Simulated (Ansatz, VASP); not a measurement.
Cu: VASP beside Ansatz

File POSCAR:

```
Cu
1.0
    0.0000000000      1.8075000000      1.8075000000
    1.8075000000      0.0000000000      1.8075000000
    1.8075000000      1.8075000000      0.0000000000
Cu
1
Direct
    0.0000000000      0.0000000000      0.0000000000
```

Contents of INCAR.step1:

```
PREC     = Accurate       # precision mode
ENCUT    = 520            # plane-wave cutoff, eV
ISMEAR   = 0              # smearing method
SIGMA    = 0.1            # smearing width, eV
LREAL    = F              # projectors in reciprocal space
LASPH    = T              # aspherical terms in the spheres
NELM     = 80             # most SCF steps
NBANDS   = 12             # bands
GGA      = PE             # functional
ALGO     = Normal         # electronic algorithm
EDIFF    = 1E-4           # SCF threshold, eV
LWAVE    = T              # write WAVECAR
LCHARG   = F              # write CHGCAR
```

INCAR.step2

```
PREC     = Accurate       # precision mode
ENCUT    = 520            # plane-wave cutoff, eV
EDIFF    = 1E-6           # SCF threshold, eV
ISMEAR   = 0              # smearing method
SIGMA    = 0.1            # smearing width, eV
LREAL    = F              # projectors in reciprocal space
LASPH    = T              # aspherical terms in the spheres
NELM     = 80             # most SCF steps
ALGO     = Normal         # electronic algorithm
ISIF     = 2              # what is computed and relaxed
LWAVE    = F              # write WAVECAR
LCHARG   = T              # write CHGCAR
METAGGA  = R2SCAN         # meta-GGA
LMIXTAU  = T            
LUSE_VDW = T            
IVDW_NL  = 2            
BPARAM   = 11.95        
CPARAM   = 0.0093       
LELF     = T              # ELF
LVHAR    = T            
NBANDS   = 12             # bands
ISTART   = 1
```

The input KPOINTS:

```
Automatic mesh
0
Gamma
  8 8 8
```

Input for Ansatz:

```yaml
crystal:
  lattice:
    - [0.0, 1.8075, 1.8075]
    - [1.8075, 0.0, 1.8075]
    - [1.8075, 1.8075, 0.0]
  atoms:
    - { symbol: Cu, position: [0.0, 0.0, 0.0] }
basis:
  ecutwfc: 500
kpoints:
  mp_grid: { grid: [8, 8, 8] }
hamiltonian:
  xc: r2scan
  dispersion: rvv10
  pseudopotentials: { kind: paw }
scf:
  occupations: { method: gaussian, width: 0.1 }
output:
  forces: true
  stress: true
  eigenvalues: true
```

Alike in both runs: task single point; functional r2SCAN; dispersion rVV10; k mesh 8 × 8 × 8; occupations gaussian, width 0.1 eV; no spin polarisation.

|  | VASP | Ansatz |
| --- | --- | --- |
| version | VASP 6.6.1 | Ansatz 0.2.0 |
| potentials or method | VASP PAW PBE potentials, release 64 (Cu) | scalar-relativistic, plane waves, PAW |
| plane-wave cutoff (eV) | 520 | 500 |
| valence electrons in the cell | 11 | 19 |

VASP gave:

```
gap on the k mesh at the Fermi level (eV) : none
pressure (GPa)                            : -5.1
```

Task: Estimate Ansatz's values.

Result: gap on the k mesh at the Fermi level (eV): none; pressure (GPa): -6.0.

A gap of «none» marks a metal or a gap that the smearing closes. The two sets of potentials don't hold the same shells in valence.

Caveats: the k mesh is coarse (spacing up to 0.38 Å⁻¹), so the values aren't converged; the PAW data sets were made with another functional, which shifts forces and pressure a little (VASP).
